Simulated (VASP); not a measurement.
Here is a VASP 6.6.1 calculation.

File INCAR:

```
SYSTEM = CdSe
PREC = Accurate
ENCUT = 520
EDIFF = 1E-6
ISMEAR = 0
SIGMA = 0.05
LREAL = .False.
LASPH = .True.
NELM = 80
ALGO = Normal
ISIF = 2
LWAVE = .False.
LCHARG = .True.
LDIPOL = .True.
IDIPOL = 3
DIPOL = 0.5 0.5 0.500
GGA = PS
LVHAR = .True.
LVACPOTAV = .True.
KPAR = 8
```

KPOINTS

```
Automatic mesh
0
Gamma
  6 4 1
  0 0 0
```

The input POSCAR:

```
CdSe
1.0
    4.3000000000      0.0000000000      0.0000000000
    0.0000000000      7.0200000000      0.0000000000
    0.0000000000      0.0000000000     17.4130307866
Cd Se
8 8
Direct
    0.0000000001      0.0000000000      0.1435706415
    0.5000000000      0.5000000000      0.2148565132
    0.5000000001      0.0000000000      0.3574282565
    1.0000000000      0.5000000000      0.4287141283
    0.0000000001      0.0000000000      0.5712858717
    0.5000000000      0.5000000000      0.6425717435
    0.5000000001      0.0000000000      0.7851434868
    1.0000000000      0.5000000000      0.8564293585
    0.0000000001      0.3850000000      0.1435706415
    0.5000000000      0.8850000000      0.2148565132
    0.5000000001      0.3850000000      0.3574282565
    1.0000000000      0.8850000000      0.4287141283
    0.0000000001      0.3850000000      0.5712858717
    0.5000000000      0.8850000000      0.6425717435
    0.5000000001      0.3850000000      0.7851434868
    1.0000000000      0.8850000000      0.8564293585
```

Potentials or basis: VASP PAW PBE potentials, release 64 (Cd, Se).

The run is started by

```bash
$ cat potpaw_PBE.64/Cd/POTCAR potpaw_PBE.64/Se/POTCAR > POTCAR
$ mpirun -np 8 vasp_std > vasp.out
```

Question: Predict the largest force.

Answer: 1.224 eV/Å.

Question: Estimate the band gap on the k mesh.

Answer: 0.38 eV, direct.

Forces in eV/Å, atoms in the order of the input:
```
Cd   0.000  1.019  0.677
Cd   0.000 -0.183 -0.214
Cd   0.000  0.446  0.190
Cd   0.000  0.213 -0.093
Cd   0.000  0.213  0.093
Cd   0.000  0.446 -0.190
Cd   0.000 -0.183  0.214
Cd   0.000  1.019 -0.677
Se   0.000 -0.412 -0.485
Se   0.000 -0.532 -0.602
Se   0.000 -0.266  0.222
Se   0.000 -0.285 -0.155
Se   0.000 -0.285  0.155
Se   0.000 -0.266 -0.222
Se   0.000 -0.532  0.602
Se   0.000 -0.412  0.485
```

Caveat: the PAW data sets were made with another functional, which shifts forces and pressure a little. Expect the measured gap to be larger: semilocal functionals such as PBEsol lack the derivative discontinuity.
